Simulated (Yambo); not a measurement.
An input for Yambo 5.3.0 (Ge):

The input optics6.in:

```
optics
chi
DipApproach= "Covariant"
Chimod= "IP"
% BndsRnXd
 1 | 34 |
%
% LongDrXd
 1 | 0 | 0 |
%
% QpntsRXd
 1 | 1 |
%
% EnRngeXd
 0 | 20 | eV
%
% DmRngeXd
 0.3 | 0.3 | eV
%
ETStpsXd= 200
```

Contents of scf.in:

```
&CONTROL
  calculation = 'scf'
  prefix = 'pwscf'
  outdir = './tmp'
  pseudo_dir = './pseudo'
/
&SYSTEM
  ibrav = 0
  nat = 2
  ntyp = 1
  ecutwfc = 78
  nbnd = 21
  occupations = 'smearing'
  smearing = 'fd'
  degauss = 0.00367493
  force_symmorphic = .true.
/
&ELECTRONS
  conv_thr = 4d-10
  electron_maxstep = 120
  mixing_beta = 0.5
/
ATOMIC_SPECIES
Ge    72.6300 Ge.upf
CELL_PARAMETERS bohr
   2.8120124872   -4.9032527413    0.0000000000
   2.8120124872    4.9032527413    0.0000000000
   0.0000000000    0.0000000000    8.9338612710
ATOMIC_POSITIONS bohr
Ge     2.8120124872    1.6333065361    2.2334653178
Ge     2.8120124872   -1.6333065361    6.7003959533
K_POINTS automatic
10 10 6 0 0 0
```

The input nscf.in:

```
&CONTROL
  calculation = 'nscf'
  prefix = 'pwscf'
  outdir = './tmp'
  pseudo_dir = './pseudo'
/
&SYSTEM
  ibrav = 0
  nat = 2
  ntyp = 1
  ecutwfc = 78
  nbnd = 34
  occupations = 'smearing'
  smearing = 'fd'
  degauss = 0.00367493
  force_symmorphic = .true.
/
&ELECTRONS
  conv_thr = 1d-08
  diago_full_acc = .true.
  diago_thr_init = 1d-06
/
ATOMIC_SPECIES
Ge    72.6300 Ge.upf
CELL_PARAMETERS bohr
   2.8120124872   -4.9032527413    0.0000000000
   2.8120124872    4.9032527413    0.0000000000
   0.0000000000    0.0000000000    8.9338612710
ATOMIC_POSITIONS bohr
Ge     2.8120124872    1.6333065361    2.2334653178
Ge     2.8120124872   -1.6333065361    6.7003959533
K_POINTS automatic
10 10 6 0 0 0
```

Potentials or basis: PseudoDojo 0.4.1 SR PBEsol standard.

Launch:

```console
$ OMP_NUM_THREADS=1 pw.x -in scf.in > scf.out
$ OMP_NUM_THREADS=1 pw.x -in nscf.in > nscf.out
$ cd tmp/pwscf.save; p2y; mv SAVE ../..; cd ../..
$ OMP_NUM_THREADS=1 yambo
$ OMP_NUM_THREADS=1 yambo -F optics6.in -J optics6 -C optics6_out
```

**Question.** Does this run start?

**Answer.** The run stopped without a result. It printed:

Yambo's report:

```text
[... sections 02.01 to 02.04 as in the set-up run ...]

  [02.05] Energies & Occupations
  ==============================

  [X] === General ===
  [X] Electronic Temperature                        :  0.258606E-1   300.100    [eV K]
  [X] Bosonic    Temperature                        :  0.258606E-1   300.100    [eV K]
  [X] Finite Temperature mode                       : yes
  [X] El. density                                   :  0.76698E+24 [cm-3]
[... 79 lines left out ...]

  [04.01] Setup: observables and procedures
  =========================================

   Smallest q vectors (crystal coordinates) :
        0.100000      0.100000      0.166667
   Smallest g0 vector in each direction: positive:   9   8   3
                                         negative:   6   7   2
   Lenght of G vectors in each direction:     1.28789078    1.28789078    0.70330008

  [ERROR] STOP signal received while in[04.01] Setup: observables and procedures

  [ERROR] Covariant dipoles not implemented for metals
```

Among its messages:

```text
[X] Metallic system
```
